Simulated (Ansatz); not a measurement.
Results of r²SCAN-D4 in Ansatz (plane waves, PAW) for α-phase Li3N.

Run with plane-wave cutoff 560 eV, 12×12×10 k mesh (along the axes of the cell as run), Fermi–Dirac smearing 0.01 eV, scalar-relativistic PAW data made under PBE.

Shape and atoms are relaxed at each volume.

Pressure at four volumes; x = ln(V/10.792 Å³). One pressure is withheld.

```
V (Å³/atom)        x  P (GPa)
-----------  -------  -------
10.360       -0.0409        ?
10.576       -0.0202     1.20
10.792        0.0000     0.00
11.224        0.0392    -2.07
```

Task: Pass a parabola P(x) through the three rows shown, estimate the bulk modulus and its pressure derivative near zero pressure, and predict the withheld pressure.

Result: Slopes between the rows: (0.00 − (1.20))/(0.0000 − (-0.0202)) = -59.41 and (-2.07 − (0.00))/(0.0392 − (0.0000)) = -52.81 GPa. Their difference over the span 0.0594 is c = 6.60/0.0594 = 111.1 GPa, so P(x) = 1.20 + (-59.41)(x − (-0.0202)) + 111.1 (x − (-0.0202))(x − (0.0000)). At the middle row B = −dP/dx = −[-59.41 + 111.1 × 0.0202] = 57.2 GPa, and B′ = dB/dP = 2c/B = 3.9. At x = -0.0409 the parabola gives 2.52 GPa; the run gives 2.51 GPa. The Birch–Murnaghan fit to the energies at all volumes has B0 = 56.9 GPa and B′ = 3.8.

Note: the bulk modulus comes from volumes at which shape and atoms were relaxed.

Ansatz is a program for electronic structure.
